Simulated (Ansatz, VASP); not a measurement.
## Two plane-wave programs on B3N

```xyz
8
Lattice="3.3284 0.0000 0.0000 0.0000 4.3239 0.0000 0.0000 0.0000 3.2854" Properties=species:S:1:pos:R:3 pbc="T T T"
B     1.6642    1.2148    0.8214
B     0.0000    1.3171    2.4641
B     0.6696    0.0000    0.0000
B     2.6588    0.0000    1.6427
B     0.0000    3.0069    0.8214
B     1.6642    3.1091    2.4641
N     2.4695    2.1620    0.0000
N     0.8589    2.1620    1.6427
```

Alike in both runs: functional PBE; k mesh 10 × 8 × 10; occupations gaussian, width 0.1 eV; no spin polarisation.

Ansatz relaxed the structure, and its values are those at the end. VASP's run is a single point on that final structure, the one shown.

|  | VASP | Ansatz |
| --- | --- | --- |
| version | VASP 6.6.1 | Ansatz 0.2.0 |
| potentials or method | VASP PAW PBE potentials, release 64 (B, N) | scalar-relativistic, plane waves, PAW |
| plane-wave cutoff (eV) | 520 | 420 |
| valence electrons in the cell | 28 | 28 |

Ansatz gave:

| Item | Value |
| --- | --- |
| gap on the k mesh at the Fermi level (eV) | none |
| rms of the force components (eV/Å) | 0.001 |

Question: Estimate VASP's values.

Answer: gap on the k mesh at the Fermi level (eV): none; rms of the force components (eV/Å): 0.011.

A gap of «none» marks a metal or a gap that the smearing closes.
